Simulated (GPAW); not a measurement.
The system is Ti2Co.

```
Co Ti
1.0
     0.00000    3.36500    3.36500
     3.36500    0.00000    3.36500
     3.36500    3.36500    0.00000
Co Ti
2 4
Cartesian
  5.0475 5.0475 5.0475
  3.3650 3.3650 3.3650
  2.5238 0.8413 2.5238
  2.5238 2.5238 0.8413
  0.8413 2.5238 2.5238
  0.8413 0.8413 0.8413
```

| Property | Result |
| --- | --- |
| Program | GPAW 26.7.0 |
| Task | relaxation of cell and atoms |
| Functional | PBEsol |
| Dispersion | D3(BJ) |
| Potentials or basis | PAW data sets generated in the run's folder for this functional |
| Cutoff | 600 eV |
| Basis | pw |
| k mesh | 5 × 5 × 5 |
| Occupations | fermi-dirac, width 0.05 eV |
| Spin | collinear spin, ferromagnetic start |
| Starting moments | [2.0, 2.0, 1.0, 1.0, 1.0, 1.0] μB |

At the start: pressure 8.4 GPa; volume 12.70 Å³/atom.

Task: How do energy, volume and symmetry change on relaxing?

Result: Over 4 steps the energy falls by 22.3 meV/atom and the volume is 13.41 Å³/atom (+5.5 %); space group Fd-3m (No. 227, to 0.05 Å); moment 1.68 μB per cell.

The path:
| step | energy change (eV) | largest force (eV/Å) | pressure (GPa) | volume (Å³) |
| --- | --- | --- | --- | --- |
| 1 | 0.0000 | 0.0000 | 8.36 | 76.21 |
| 2 | -0.0206 | 0.0000 | 7.55 | 76.57 |
| 3 | -0.1316 | 0.0000 | 0.38 | 80.22 |
| 4 | -0.1336 | 0.0000 | 0.02 | 80.43 |

Final structure:
```yaml
crystal:
  lattice:
    - [0.00000, 3.42609, 3.42609]
    - [3.42609, 0.00000, 3.42609]
    - [3.42609, 3.42609, 0.00000]
  atoms:
    - { symbol: Co, position: [0.75000, 0.75000, 0.75000] }
    - { symbol: Co, position: [0.50000, 0.50000, 0.50000] }
    - { symbol: Ti, position: [0.12500, 0.62500, 0.12500] }
    - { symbol: Ti, position: [0.12500, 0.12500, 0.62500] }
    - { symbol: Ti, position: [0.62500, 0.12500, 0.12500] }
    - { symbol: Ti, position: [0.12500, 0.12500, 0.12500] }
```

Caveat: each step starts from the last one's moments, so a moment once lost doesn't come back; later steps reuse the first step's grids; pairwise dispersion overbinds metals, which lowers pressure and volume.
